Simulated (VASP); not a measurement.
Input of a VASP 6.6.1 run:

Contents of INCAR:

```
SYSTEM = CdO
PREC = Accurate
ENCUT = 600
EDIFF = 1E-7
ISMEAR = 0
SIGMA = 0.03
LREAL = .False.
LASPH = .True.
NELM = 80
ALGO = Normal
ISIF = 3
LWAVE = .False.
LCHARG = .False.
GGA = PS
IBRION = 2
NSW = 90
EDIFFG = -0.005
```

File KPOINTS:

```
regular mesh
0
Gamma
  12 12 12
  0 0 0
```

Contents of POSCAR:

```
CdO                                     
1.0
    0.0000000000      2.3523961160      2.3523961160
    2.3523961160      0.0000000000      2.3523961160
    2.3523961160      2.3523961160      0.0000000000
  Cd              O             
     1     1
Direct
     0.0000000000000000    0.0000000000000000    0.0000000000000000
     0.5000000000000000    0.5000000000000000    0.5000000000000000
```

Potentials or basis: VASP PAW PBE potentials, release 64 (Cd, O).

Run with:

```console
$ cat potpaw_PBE.64/Cd/POTCAR potpaw_PBE.64/O/POTCAR > POTCAR
$ mpirun -np 1 vasp_std > vasp.out
```

Task: Predict the band gap on the k mesh.

Result: None (metal or under the smearing width).

Final structure:
```yaml
crystal:
  lattice:
    - [0.00000, 2.35240, 2.35240]
    - [2.35240, 0.00000, 2.35240]
    - [2.35240, 2.35240, 0.00000]
  atoms:
    - { symbol: Cd, position: [0.00000, 0.00000, 0.00000] }
    - { symbol: O, position: [0.50000, 0.50000, 0.50000] }
```

Caveat: the relaxation stopped at its first step, so nothing moved; this crystal is a semiconductor, whose small gap the functional closes, so the metal is an error of the method.
